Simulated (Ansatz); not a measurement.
## Te2Mo: projected density of states with PBEsol

Te2Mo:

```xyz
12
Lattice="6.3300 0.0000 0.0000 0.0000 3.4690 0.0000 -0.9468 0.0000 13.8276" Properties=species:S:1:pos:R:3 pbc="T T T"
Te    5.4013    2.6018    8.3588
Te   -0.0181    0.8672    5.4688
Te    4.9099    0.8672   11.7728
Te    0.4733    2.6018    2.0548
Te    1.7550    2.6018   12.3826
Te    3.6282    0.8672    1.4450
Te    2.1916    0.8672    8.9658
Te    3.1917    2.6018    4.8618
Mo    4.2299    2.6018   13.7253
Mo    1.1533    0.8672    0.1023
Mo    3.8493    0.8672    6.8225
Mo    1.5339    2.6018    7.0051
```

```json
{"Program": "Ansatz 0.2.0", "Task": "projected density of states", "Functional": "PBEsol", "Potentials or basis": "Ansatz PAW", "Cutoff": "420 eV (not typed: the program's choice for these potentials)", "k mesh": "4 × 8 × 2", "Occupations": "fermi-dirac, width 0.05 eV", "Spin": "no spin polarisation"}
```

```json
{
  "Pressure": "-1.4 GPa",
  "Largest force": "0.230 eV/Å",
  "Band gap on the k mesh": "none (metal or under the smearing width)",
  "Density of states at the Fermi level": "3.88 states/eV per cell"
}
```

Forces on the atoms (eV/Å):
```
Te   0.052  0.000 -0.154
Te  -0.052  0.000  0.154
Te  -0.003  0.000  0.155
Te   0.003  0.000 -0.155
Te   0.043  0.000  0.190
Te  -0.043  0.000 -0.190
Te   0.001  0.000 -0.193
Te  -0.001  0.000  0.193
Mo   0.145  0.000  0.024
Mo  -0.145  0.000 -0.024
Mo  -0.228  0.000  0.031
Mo   0.228  0.000 -0.031
```

Stress tensor (GPa, compression positive):
```
-1.15  0.00  0.08
 0.00 -1.59  0.00
 0.08  0.00 -1.57
```

Levels at points of the mesh, in eV from the Fermi level:
| k point | band 88 | band 89 | band 90 | band 91 | band 92 | band 93 | band 94 | band 95 | band 96 | band 97 |
| --- | --- | --- | --- | --- | --- | --- | --- | --- | --- | --- |
| (0.00, 0.00, 0.00) | -0.49 | -0.43 | -0.11 | 0.09 | 0.12 | 0.43 | 0.68 | 0.92 | 1.02 | 1.09 |
| (0.00, 0.00, -0.50) | -0.63 | -0.06 | -0.02 | -0.01 | -0.01 | 0.45 | 0.56 | 0.94 | 1.00 | 1.48 |
| (0.00, -0.50, 0.00) | -1.72 | -1.51 | -1.51 | -1.46 | -1.46 | 1.02 | 1.02 | 1.16 | 1.16 | 1.23 |
| (0.00, -0.50, -0.50) | -1.76 | -1.55 | -1.55 | -1.46 | -1.46 | 1.00 | 1.00 | 1.15 | 1.15 | 1.26 |
| (-0.50, 0.00, 0.00) | -0.88 | -0.86 | -0.82 | -0.65 | -0.56 | -0.08 | -0.02 | 0.90 | 0.91 | 1.43 |
| (-0.50, 0.00, -0.50) | -0.88 | -0.86 | -0.81 | -0.64 | -0.41 | -0.03 | 0.02 | 0.86 | 0.94 | 1.34 |
| (-0.50, -0.50, 0.00) | -1.80 | -1.07 | -1.07 | -0.98 | -0.98 | 1.01 | 1.01 | 1.07 | 1.07 | 1.74 |
| (-0.50, -0.50, -0.50) | -1.80 | -1.06 | -1.06 | -0.97 | -0.97 | 1.02 | 1.02 | 1.04 | 1.04 | 1.64 |

States per cell in windows of 0.5 eV (zero at the Fermi level; states under -8 eV left out):
| from (eV) | total | Te 5p | Mo 4d | Mo 5s | Te 5s | Mo 4p | Mo 4s |
| --- | --- | --- | --- | --- | --- | --- | --- |
| -8.0 | 0.00 | 0.00 | 0.00 | 0.00 | 0.00 | 0.00 | 0.00 |
| -7.5 | 0.00 | 0.00 | 0.00 | 0.00 | 0.00 | 0.00 | 0.00 |
| -7.0 | 0.00 | 0.00 | 0.00 | 0.00 | 0.00 | 0.00 | 0.00 |
| -6.5 | 0.06 | 0.04 | 0.01 | 0.01 | 0.00 | 0.00 | 0.00 |
| -6.0 | 2.17 | 1.48 | 0.43 | 0.19 | 0.05 | 0.00 | 0.01 |
| -5.5 | 4.58 | 3.16 | 1.01 | 0.23 | 0.12 | 0.02 | 0.02 |
| -5.0 | 5.25 | 3.66 | 1.20 | 0.16 | 0.15 | 0.03 | 0.01 |
| -4.5 | 3.50 | 2.21 | 0.95 | 0.12 | 0.16 | 0.02 | 0.01 |
| -4.0 | 4.97 | 3.00 | 1.50 | 0.13 | 0.26 | 0.02 | 0.01 |
| -3.5 | 5.58 | 3.36 | 1.81 | 0.08 | 0.22 | 0.03 | 0.00 |
| -3.0 | 5.45 | 2.84 | 2.29 | 0.05 | 0.15 | 0.02 | 0.00 |
| -2.5 | 6.53 | 3.39 | 2.85 | 0.04 | 0.12 | 0.02 | 0.00 |
| -2.0 | 6.87 | 3.27 | 3.29 | 0.06 | 0.11 | 0.02 | 0.00 |
| -1.5 | 6.18 | 2.85 | 3.04 | 0.05 | 0.10 | 0.02 | 0.00 |
| -1.0 | 3.39 | 1.56 | 1.69 | 0.01 | 0.07 | 0.01 | 0.00 |
| -0.5 | 1.69 | 0.91 | 0.69 | 0.01 | 0.03 | 0.00 | 0.00 |
| 0.0 | 2.60 | 1.01 | 1.47 | 0.02 | 0.03 | 0.00 | 0.00 |
| 0.5 | 4.35 | 1.28 | 2.88 | 0.03 | 0.04 | 0.00 | 0.00 |
| 1.0 | 4.93 | 1.46 | 3.08 | 0.05 | 0.10 | 0.00 | 0.00 |
| 1.5 | 5.63 | 2.01 | 3.08 | 0.07 | 0.18 | 0.00 | 0.00 |
| 2.0 | 5.23 | 2.28 | 2.47 | 0.07 | 0.12 | 0.00 | 0.00 |
| 2.5 | 3.58 | 1.78 | 1.42 | 0.05 | 0.09 | 0.00 | 0.00 |
| 3.0 | 5.06 | 2.51 | 1.98 | 0.09 | 0.13 | 0.00 | 0.00 |
| 3.5 | 0.41 | 0.19 | 0.16 | 0.01 | 0.02 | 0.00 | 0.00 |
| 4.0 | 0.64 | 0.08 | 0.05 | 0.19 | 0.02 | 0.00 | 0.00 |
| 4.5 | 2.56 | 0.32 | 0.16 | 0.65 | 0.07 | 0.00 | 0.02 |
| 5.0 | 2.73 | 0.29 | 0.12 | 0.61 | 0.09 | 0.00 | 0.01 |
| 5.5 | 3.62 | 0.35 | 0.14 | 0.71 | 0.12 | 0.00 | 0.01 |
| 6.0 | 3.57 | 0.23 | 0.11 | 0.41 | 0.06 | 0.00 | 0.01 |
| 6.5 | 4.07 | 0.17 | 0.10 | 0.27 | 0.05 | 0.00 | 0.01 |
| 7.0 | 4.85 | 0.18 | 0.10 | 0.31 | 0.06 | 0.00 | 0.01 |
| 7.5 | 4.00 | 0.14 | 0.07 | 0.23 | 0.04 | 0.00 | 0.00 |

It took 56 s on 4 threads of Arm Neoverse V2 (shared host), peak memory 1.8 GiB.

Caveat: the PAW data sets come from PBE, with cores solved anew for the run's functional, which leaves a small shift of forces and pressure; the density of states is complete only up to the lowest level of the last band computed. The run has no spin-orbit coupling, so splittings on Te are missing.
